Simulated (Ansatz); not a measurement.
# BaTiO3: the cost of one run

Method: DFT PBE, scalar-relativistic, plane waves, PAW, in Ansatz 0.2.0.

2 further runs of the same task are left out: 2 set aside as unsound or not needed.

## Step 1: The structure to begin with

The structure is cubic, space group Pm-3m (No. 221). The conventional cell has a = 4.019 Å, b = 4.019 Å, c = 4.019 Å, α = 90.00°, β = 90.00°, γ = 90.00°. Ba (site symmetry m-3m) is surrounded by 12 O at 2.84 Å. Around Ti (site symmetry m-3m) lie 6 O at 2.01 Å. Around O (site symmetry 4/mmm) lie 2 Ti at 2.01 Å and 4 Ba at 2.84 Å.

Structure file:

```
Ba Ti O
1.0
     4.01925    0.00000    0.00000
     0.00000    4.01925    0.00000
     0.00000    0.00000    4.01925
Ba Ti O
1 1 3
Direct
  0.50000 0.50000 0.50000
  0.00000 0.00000 0.00000
  0.50000 0.00000 0.00000
  0.00000 0.50000 0.00000
  0.00000 0.00000 0.50000
```

It is the result of an earlier relaxation at this level (volume 12.99 Å³/atom; gap on the mesh: 1.78 eV).

## Step 2: The reference cell

Reference values: F = -10159.5657 eV; pressure 0.00 GPa; largest force 0.000 eV/Å; gap on the mesh 1.78 eV. It was computed beforehand with the settings of the runs below.

## Step 3: The disturbance

All Ti atoms moved 0.8 Å in one direction. Displacements in the unstrained cell, with the mean shift removed:

```tsv
atom	ux (Å)	uy (Å)	uz (Å)
Ba1	0.036	-0.151	-0.041
Ti2	-0.143	0.602	0.163
O3	0.036	-0.151	-0.041
O4	0.036	-0.151	-0.041
O5	0.036	-0.151	-0.041
```

## Step 4: The disturbed cell, one point

File input.yaml:

```yaml
crystal:
  lattice:
    - [4.0192501412, 0.0, 0.0]
    - [0.0, 4.0192501412, 0.0]
    - [0.0, 0.0, 4.0192501412]
  atoms:
    - { symbol: Ba, position: [0.5088875953, 0.4625397603, 0.4898781701] }
    - { symbol: Ti, position: [-0.0355503811, 0.1498409587, 0.0404873198] }
    - { symbol: O, position: [0.5088875953, -0.0374602397, -0.0101218299] }
    - { symbol: O, position: [0.0088875953, 0.4625397603, -0.0101218299] }
    - { symbol: O, position: [0.0088875953, -0.0374602397, 0.4898781701] }
basis:
  ecutwfc: 420
kpoints:
  mp_grid: { grid: [6, 6, 6] }
hamiltonian:
  xc: pbe
scf:
  occupations: { method: gaussian, width: 0.05 }
output:
  forces: true
  stress: true
  eigenvalues: true
```

The run is started by

```sh
$ ansatz run input.yaml --threads 1 --pin off --max-ram 2560MiB --backend cpu --events-out ev --progress --plain --runs-dir out
```

Q: Estimate wall time and peak memory on 1 thread of Intel Xeon Platinum 8259CL at 2.50GHz (Skylake/Cascade Lake), shared host.

About 18 s, with a peak of 0.52 GiB.
